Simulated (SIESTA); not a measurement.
Au:

```xyz
1
Lattice="0.0000 2.0350 2.0350 2.0350 0.0000 2.0350 2.0350 2.0350 0.0000" Properties=species:S:1:pos:R:3 pbc="T T T"
Au    0.0000    0.0000    0.0000
```

Base run:

| Quantity | Value |
| --- | --- |
| Program | SIESTA 5.4.2 |
| Functional | PBEGcGxLO |
| Potentials or basis | PseudoDojo 0.4 standard (PBE files) |
| Basis | DZP (energy shift 0.002 Ry) |
| Grid cutoff | 800 Ry |
| Energy shift | 0.002 Ry |
| k mesh | 11 × 11 × 11 |
| Occupations | fermi-dirac, width 0.05 eV |
| Spin | no spin polarisation |

Its results: band gap on the k mesh none (metal or under the smearing width); pressure 0.8 GPa.

Problem. The run is repeated on the same cell with these changes: functional from PBEGcGxLO to PBEsol; potentials or basis from PseudoDojo 0.4 standard (PBE files) to PseudoDojo 0.4 standard (PBEsol files). What comes out?

Solution. Band gap on the k mesh none (metal or under the smearing width); pressure 3.1 GPa.

Caveats: semicore shells carry a single zeta, which can move pressures by several GPa and volumes by a few percent; the basis of atomic orbitals isn't converged, which shifts pressures, moduli and gaps; the potentials were made for another functional, which shifts forces and pressure (some runs).

Not every run made on this cell is shown here.
